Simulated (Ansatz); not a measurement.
Cost and result for the band gap of InAs

Symmetry: F-43m, No. 216, cubic system. Conventional cell: a = 6.036 Å, b = 6.036 Å, c = 6.036 Å, α = 90.00°, β = 90.00°, γ = 90.00°. Around In (site symmetry -43m) lie 4 As at 2.61 Å. As (site symmetry -43m) has 4 In at 2.61 Å as nearest neighbours.

```tsv
rung	level	program and potentials	cutoff (eV)	k mesh	smearing	task	spin	core time	chip	band gap (eV)	miss (eV)	notes
GGA	BLYP	Ansatz, Ansatz PAW	420	8 × 8 × 8	fermi-dirac 0.05	band structure	off	7.5 s	Intel Xeon	no gap	no gap	potentials made for PBE, which Ansatz adapts in part
GGA	RPBE	Ansatz, Ansatz PAW	420	8 × 8 × 8	fermi-dirac 0.05	band structure	off	11 s	Intel Xeon	no gap	no gap	potentials made for PBE, which Ansatz adapts in part
hybrid	HSE06 form with a chosen share of exact exchange	Ansatz, Ansatz PAW	420	4 × 4 × 4	fermi-dirac 0.05	single point	off	11 s	AMD EPYC 7R13 Zen 3	0.46	+0.04	coarse mesh; potentials made for PBE, which Ansatz adapts in part
LDA	LDA	Ansatz, Ansatz PAW	420	8 × 8 × 8	fermi-dirac 0.05	band structure	off	12 s	Intel Xeon	no gap	no gap	potentials made for PBE, which Ansatz adapts in part
LDA	SVWN5	Ansatz, Ansatz PAW	420	8 × 8 × 8	fermi-dirac 0.05	band structure	off	13 s	Arm Neoverse V1	no gap	no gap	potentials made for PBE, which Ansatz adapts in part
meta-GGA	r2SCAN	Ansatz, Ansatz PAW	500	8 × 8 × 8	fermi-dirac 0.05	band structure	off	22 s	Intel Xeon	0.28	-0.14	potentials made for PBE, which Ansatz adapts in part
GGA	PBEsol	Ansatz, Ansatz PAW	420	6 × 6 × 6	fermi-dirac 0.05	elastic constants	off	26 s	Intel Xeon	no gap	no gap	potentials made for PBE, which Ansatz adapts in part
meta-GGA	r2SCAN	Ansatz, Ansatz PAW	500	6 × 6 × 6	fermi-dirac 0.05	band structure	SOC, no magnetisation	31 s	AMD EPYC 9R45 Zen 5	(a)	?	potentials made for PBE, which Ansatz adapts in part
LDA	LDA	Ansatz, Ansatz PAW	420	6 × 6 × 6	fermi-dirac 0.05	elastic constants	off	41 s	Intel Xeon	no gap	no gap	potentials made for PBE, which Ansatz adapts in part
LDA	LDA	Ansatz, Ansatz PAW	420	6 × 6 × 6	fermi-dirac 0.05	band structure	SOC, no magnetisation	41 s	Intel Xeon	no gap	no gap	potentials made for PBE, which Ansatz adapts in part
GGA	revPBE	Ansatz, Ansatz PAW	420	8 × 8 × 8	gaussian 0.05	band structure	non-collinear, antiferromagnetic start, SOC	54 s	AMD EPYC 9B14 Zen 4	no gap	no gap	potentials made for PBE, which Ansatz adapts in part; from the band path
GGA	PBE	Ansatz, Ansatz PAW	420	6 × 6 × 6	fermi-dirac 0.05	phonons	off	61 s	Intel Xeon	no gap	no gap	-
hybrid	HSE03	Ansatz, Ansatz PAW	420	4 × 4 × 4	methfessel-paxton 0.1	band structure	off	2.4 min	AMD EPYC 9B14 Zen 4	0.46	+0.04	coarse mesh; potentials made for PBE, which Ansatz adapts in part
hybrid	r2SCANh	Ansatz, Ansatz PAW	500	4 × 4 × 4	fermi-dirac 0.05	band structure	off	4.2 min	Intel Xeon	0.75	+0.33	coarse mesh; potentials made for PBE, which Ansatz adapts in part
hybrid	r2SCAN0	Ansatz, Ansatz PAW	500	4 × 4 × 4	fermi-dirac 0.05	band structure	off	4.9 min	Intel Xeon	1.49	+1.07	coarse mesh; potentials made for PBE, which Ansatz adapts in part
hybrid	PBEsol0	Ansatz, Ansatz PAW	420	4 × 4 × 4	fermi-dirac 0.05	band structure	off	5 min	Intel Xeon	1.14	+0.72	coarse mesh; potentials made for PBE, which Ansatz adapts in part
hybrid	PBE0	Ansatz, Ansatz PAW	420	4 × 4 × 4	fermi-dirac 0.05	band structure	off	6.3 min	Intel Xeon	1.25	+0.83	coarse mesh; potentials made for PBE, which Ansatz adapts in part
```

Times are single runs on shared hosts and different chips, so they are rough; meshes, cutoffs and the tasks' sizes weigh on the time. Gaps are the least found on the k mesh or the band path, and a mesh can miss the band edges. Smearing widths are in eV. The cell comes from a database and isn't always the measured one. Meshes differ between rows, which moves values too. All levels ran on this one cell, unrelaxed unless noted. Meshes are those of the run's cell of 2 atoms unless a note names another. Misses use the values as printed. Runs on faulty files, with rough fits or with known faults for this quantity aren't shown.

Measured: 0.42 eV (pmc:5059786, doi:10.1039/c6tc02293f). The runs are for a static lattice.

Task: Estimate the value left out from the other rows.

Result: (a) 0.17 eV, miss -0.25.
